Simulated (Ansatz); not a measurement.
## Varying the input for Re

All trials start from this Ansatz input:

```yaml
crystal:
  lattice:
    - [2.7653363785, 0.0, 0.0]
    - [-1.3826681893, 2.3948515538, 0.0]
    - [0.0, 0.0, 4.47357663]
  atoms:
    - { symbol: Re, position: [0.33333333, 0.66666667, 0.25] }
    - { symbol: Re, position: [0.66666667, 0.33333333, 0.75] }
basis:
  ecutwfc: 420
kpoints:
  mp_grid: { grid: [9, 9, 6] }
hamiltonian:
  xc: pbe
scf:
  occupations: { method: gaussian, width: 0.1 }
output:
  forces: true
  stress: true
  eigenvalues: true
```

Command:

```bash
ansatz run input.yaml --threads 1 --pin off --max-ram 1331MiB --backend cpu --events-out ev --progress --plain --runs-dir out
```

The run converges in 6 SCF iterations on 48 irreducible k-points: pressure 3.49 GPa, no gap.

The inputs are trials, many of them unsound on purpose. Their numbers show the effect of the settings and aren't properties of the material. Each trial's input is given as a difference from the reference's; energies are extrapolated to zero smearing where there is one, and pressure is positive in compression.

Trial 1:

```diff
 kpoints:
-  mp_grid: { grid: [9, 9, 6] }
+  mp_grid: { kspacing: 0.57 }
 scf:
+  mixing: { beta: 0.082, preconditioner: kerker }
+  initial_density: { chi_scale: 0, normalization: atom }
+  max_iter: 85
 output:
+  populations: true
+relax:
+  adjacent_minimum: "off"
+  f_tol: 0.08
+  max_steps: 30
```

The relaxation ends after 1 step and 7 SCF iterations, 0.00 meV per atom in free energy under its start, at 14.81 Å³/atom: energy 18.5 meV per atom below the reference, pressure 1.19 GPa, no gap. It warns that the SCF threshold is loose for the stress.